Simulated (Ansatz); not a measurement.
The system is KF.

```
CELL_PARAMETERS angstrom
3.25895 0.00000 0.00000
0.00000 3.25895 0.00000
0.00000 0.00000 3.25895
ATOMIC_POSITIONS crystal
K 0.00000 0.00000 0.00000
F 0.50000 0.50000 0.50000
```

The cell comes from a database or a generator and needn't be the stable form of this composition.

Base run:

* Program: Ansatz 0.2.0
* Functional: PBE0
* Potentials or basis: Ansatz PAW
* Cutoff: 420 eV
* Density cutoff: 1680 eV
* k mesh: 5 × 5 × 5
* Occupations: fixed
* Spin: no spin polarisation

Its results: band gap on the k mesh 9.13 eV, indirect (least direct gap 9.15 eV).

Problem. The run is repeated on the same cell with these changes: functional from PBE0 to HSEsol. What comes out?

Solution. Band gap on the k mesh 8.23 eV, indirect (least direct gap 8.25 eV).

Caveats: odd divisions of the mesh miss points on the zone boundary, where band edges often lie, so the gap on the mesh can be too wide.

A k mesh can miss the band edges.
